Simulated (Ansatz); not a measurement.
Here is an Ansatz 0.2.0 calculation.

The input input.yaml:

```yaml
crystal:
  lattice:
    - [3.1768261656, 0.0, 0.0]
    - [-1.5884130828, 2.7512121628, 0.0]
    - [0.0, 0.0, 10.31886201]
  atoms:
    - { symbol: Mg, position: [0.6666666667, 0.3333333333, 0.75] }
    - { symbol: Mg, position: [0.0, 0.0, 0.5] }
    - { symbol: Mg, position: [0.3333333333, 0.6666666667, 0.25] }
    - { symbol: Mg, position: [0.0, 0.0, 0.0] }
hamiltonian:
  xc: pbesol
  pseudopotentials: { kind: paw }
kpoints:
  mp_grid: { grid: [10, 10, 3] }
scf:
  occupations: { method: fermi_dirac, width: 0.05 }
output:
  forces: true
  stress: true
  eigenvalues: true
  write_density: true
  write_potential: true
  elf: true
  volumetric_format: npy
relax:
  f_tol: 0.01
  max_steps: 40
  cell: { stress_tol: 0.05 }
```

Potentials or basis: Ansatz PAW.

The run is started by

```sh
$ ansatz run input.yaml --threads 2 --pin off --max-ram 5632MiB --backend cpu --events-out ev --progress --plain --runs-dir out
```

Q: What does it give for the space group after relaxing (to 0.05 Å)?

A: P6_3/mmc (No. 194).

Q: Predict the band gap on the k mesh.

A: None (metal or under the smearing width).

Q: What does it give for the relaxed volume?

A: 22.66 Å³/atom.

The path:
```tsv
step	energy change (eV)	largest force (eV/Å)	volume (Å³)
1	0.0000	0.0000	90.19
2	-0.0030	0.0000	90.56
3	-0.0032	0.0000	90.60
4	-0.0033	0.0000	90.64
5	-0.0034	0.0000	90.64
```

Caveat: the plane-wave basis is chosen anew once the cell has moved, so the energies of steps on either side of that aren't comparable; the PAW data sets come from PBE, with cores solved anew for the run's functional, which leaves a small shift of forces and pressure.
